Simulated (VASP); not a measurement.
A run of VASP 6.6.1 is set up as follows.

Contents of INCAR:

```
ALGO = Fast
EDIFF = 1E-7
ENCUT = 300
ISIF = 2
ISMEAR = -1
KPAR = 4
LASPH = T
LCHARG = F
LREAL = F
LWAVE = F
NBANDS = 16
NELM = 80
PREC = Accurate
SIGMA = 0.05
```

KPOINTS

```
k-points
0
Gamma
  4 4 4
```

The input POSCAR:

```
GaSb
1.0
    0.0000000000      3.0590000000      3.0590000000
    3.0590000000      0.0000000000      3.0590000000
    3.0590000000      3.0590000000      0.0000000000
Ga Sb
1 1
Direct
    0.0000000000      0.0000000000      0.0000000000
    0.2500000000      0.2500000000      0.2500000000
```

Potentials or basis: VASP PAW LDA potentials, release 64 (Ga_d, Sb).

The run is started by

```sh
$ cat potpaw_LDA.64/Ga_d/POTCAR potpaw_LDA.64/Sb/POTCAR > POTCAR
$ mpirun -np 4 vasp_std > vasp.out
```

Question: What does it give for the band gap on the k mesh?

Answer: None (metal or under the smearing width).

Caveat: the k mesh is coarse (spacing up to 0.44 Å⁻¹), so the values aren't converged; this crystal is a semiconductor, whose small gap the functional closes, so the metal is an error of the method. Spin-orbit coupling is left out, which matters for the levels of Sb.
